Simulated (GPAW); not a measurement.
Here is a GPAW 26.7.0 calculation.

run.py

```python
import numpy as np
import spglib
from ase import Atoms
from ase.dft.bandgap import bandgap
from ase.io import read, write
from ase.units import GPa
from gpaw import GPAW, PW
from gpaw.hybrids import NonSelfConsistentHybridXCCalculator
from gpaw.hybrids.energy import non_self_consistent_energy

atoms = read('Pb.cif')
cell, positions, numbers = spglib.find_primitive(
    (atoms.cell[:], atoms.get_scaled_positions(), atoms.numbers), symprec=1e-4)
atoms = Atoms(numbers, cell=cell, scaled_positions=positions, pbc=True)

calc = GPAW(mode=PW(500),
            xc='LDA',
            kpts={'size': (6, 6, 6), 'gamma': True},
            occupations={'name': 'fermi-dirac', 'width': 0.05},
            nbands=16,
            convergence={'density': 1e-05, 'energy': 1e-05, 'bands': 12, 'eigenstates': 1e-07},
            maxiter=150,
            txt='gpaw.txt')
atoms.calc = calc
energy = atoms.get_potential_energy()
forces = atoms.get_forces()
stress = atoms.get_stress()
calc.write('gs.gpw')
write('result.traj', atoms)
print(f'Energy: {energy:.6f} eV')
print('Forces (eV/A):')
print(forces.round(4))
print('Stress (GPa):', (stress / GPa).round(3))
print('Fermi level:', round(calc.get_fermi_level(), 4), 'eV')
print(f'Gap: {bandgap(calc)[0]:.4f} eV, direct: {bandgap(calc, direct=True)[0]:.4f} eV')

for xc in ['HSE06', 'EXX', 'B3LYP']:
    e = non_self_consistent_energy(calc, xc).sum()
    print(f'{xc} energy on these orbitals: {e:.6f} eV')
    nsc = NonSelfConsistentHybridXCCalculator.from_dft_calculation(
        calc.dft, xc, log=f'levels-{xc}.txt')
    dft_skn, hyb_skn = nsc.calculate(calc.dft.ibzwfs, 0, 12)
    np.savetxt(f'levels-{xc}.dat', hyb_skn.reshape((-1, hyb_skn.shape[-1])), fmt='%.4f')
```

File Pb.cif:

```cif
data_Pb
_cell_length_a 4.95004000
_cell_length_b 4.95004000
_cell_length_c 4.95004000
_cell_angle_alpha 90.00000000
_cell_angle_beta 90.00000000
_cell_angle_gamma 90.00000000
_space_group_name_H-M_alt 'Fm-3m'
_space_group_name_Hall '-F 4 2 3'
_space_group_IT_number 225
loop_
_space_group_symop_operation_xyz
'x,y,z'
'-x,-y,-z'
'-y,x,z'
'y,-x,-z'
'-x,-y,z'
'x,y,-z'
'y,-x,z'
'-y,x,-z'
'x,-y,-z'
'-x,y,z'
'-y,-x,-z'
'y,x,z'
'-x,y,-z'
'x,-y,z'
'y,x,-z'
'-y,-x,z'
'z,x,y'
'-z,-x,-y'
'z,-y,x'
'-z,y,-x'
'z,-x,-y'
'-z,x,y'
'z,y,-x'
'-z,-y,x'
'-z,x,-y'
'z,-x,y'
'-z,-y,-x'
'z,y,x'
'-z,-x,y'
'z,x,-y'
'-z,y,x'
'z,-y,-x'
'y,z,x'
'-y,-z,-x'
'x,z,-y'
'-x,-z,y'
'-y,z,-x'
'y,-z,x'
'-x,z,y'
'x,-z,-y'
'-y,-z,x'
'y,z,-x'
'-x,-z,-y'
'x,z,y'
'y,-z,-x'
'-y,z,x'
'x,-z,y'
'-x,z,-y'
'x,y+1/2,z+1/2'
'-x,-y+1/2,-z+1/2'
'-y,x+1/2,z+1/2'
'y,-x+1/2,-z+1/2'
'-x,-y+1/2,z+1/2'
'x,y+1/2,-z+1/2'
'y,-x+1/2,z+1/2'
'-y,x+1/2,-z+1/2'
'x,-y+1/2,-z+1/2'
'-x,y+1/2,z+1/2'
'-y,-x+1/2,-z+1/2'
'y,x+1/2,z+1/2'
[... 40 lines left out ...]
'-x+1/2,-y,z+1/2'
'x+1/2,y,-z+1/2'
'y+1/2,-x,z+1/2'
'-y+1/2,x,-z+1/2'
'x+1/2,-y,-z+1/2'
'-x+1/2,y,z+1/2'
'-y+1/2,-x,-z+1/2'
'y+1/2,x,z+1/2'
'-x+1/2,y,-z+1/2'
'x+1/2,-y,z+1/2'
'y+1/2,x,-z+1/2'
'-y+1/2,-x,z+1/2'
'z+1/2,x,y+1/2'
'-z+1/2,-x,-y+1/2'
'z+1/2,-y,x+1/2'
'-z+1/2,y,-x+1/2'
'z+1/2,-x,-y+1/2'
'-z+1/2,x,y+1/2'
'z+1/2,y,-x+1/2'
'-z+1/2,-y,x+1/2'
'-z+1/2,x,-y+1/2'
'z+1/2,-x,y+1/2'
'-z+1/2,-y,-x+1/2'
'z+1/2,y,x+1/2'
'-z+1/2,-x,y+1/2'
'z+1/2,x,-y+1/2'
'-z+1/2,y,x+1/2'
'z+1/2,-y,-x+1/2'
'y+1/2,z,x+1/2'
'-y+1/2,-z,-x+1/2'
'x+1/2,z,-y+1/2'
'-x+1/2,-z,y+1/2'
'-y+1/2,z,-x+1/2'
'y+1/2,-z,x+1/2'
'-x+1/2,z,y+1/2'
'x+1/2,-z,-y+1/2'
'-y+1/2,-z,x+1/2'
'y+1/2,z,-x+1/2'
'-x+1/2,-z,-y+1/2'
'x+1/2,z,y+1/2'
'y+1/2,-z,-x+1/2'
'-y+1/2,z,x+1/2'
'x+1/2,-z,y+1/2'
'-x+1/2,z,-y+1/2'
'x+1/2,y+1/2,z'
'-x+1/2,-y+1/2,-z'
'-y+1/2,x+1/2,z'
'y+1/2,-x+1/2,-z'
'-x+1/2,-y+1/2,z'
'x+1/2,y+1/2,-z'
'y+1/2,-x+1/2,z'
'-y+1/2,x+1/2,-z'
'x+1/2,-y+1/2,-z'
'-x+1/2,y+1/2,z'
'-y+1/2,-x+1/2,-z'
'y+1/2,x+1/2,z'
'-x+1/2,y+1/2,-z'
'x+1/2,-y+1/2,z'
'y+1/2,x+1/2,-z'
'-y+1/2,-x+1/2,z'
'z+1/2,x+1/2,y'
'-z+1/2,-x+1/2,-y'
'z+1/2,-y+1/2,x'
'-z+1/2,y+1/2,-x'
'z+1/2,-x+1/2,-y'
'-z+1/2,x+1/2,y'
'z+1/2,y+1/2,-x'
'-z+1/2,-y+1/2,x'
'-z+1/2,x+1/2,-y'
'z+1/2,-x+1/2,y'
'-z+1/2,-y+1/2,-x'
'z+1/2,y+1/2,x'
'-z+1/2,-x+1/2,y'
'z+1/2,x+1/2,-y'
'-z+1/2,y+1/2,x'
'z+1/2,-y+1/2,-x'
'y+1/2,z+1/2,x'
'-y+1/2,-z+1/2,-x'
'x+1/2,z+1/2,-y'
'-x+1/2,-z+1/2,y'
'-y+1/2,z+1/2,-x'
'y+1/2,-z+1/2,x'
'-x+1/2,z+1/2,y'
'x+1/2,-z+1/2,-y'
'-y+1/2,-z+1/2,x'
'y+1/2,z+1/2,-x'
'-x+1/2,-z+1/2,-y'
'x+1/2,z+1/2,y'
'y+1/2,-z+1/2,-x'
'-y+1/2,z+1/2,x'
'x+1/2,-z+1/2,y'
'-x+1/2,z+1/2,-y'
loop_
_atom_site_label
_atom_site_type_symbol
_atom_site_symmetry_multiplicity
_atom_site_Wyckoff_symbol
_atom_site_fract_x
_atom_site_fract_y
_atom_site_fract_z
_atom_site_occupancy
Pb1 Pb 4 a 0.0000000000 0.0000000000 0.0000000000 1
```

Potentials or basis: the program's PAW data sets (release 1.2.1) made for this functional, pw.

Command:

```sh
$ OMP_NUM_THREADS=1 python run.py
```

Q: What does it give for the pressure?

A: -1.7 GPa.

Q: Estimate the band gap on the k mesh.

A: None (metal or under the smearing width).

Caveat: the k mesh is coarse (spacing up to 0.37 Å⁻¹), so the values aren't converged; the cutoff is short for stress and forces, so pressures can be off by a GPa or more; one-shot exact exchange on a metal's smeared states is rough. The run has no spin-orbit coupling, so splittings on Pb are missing.
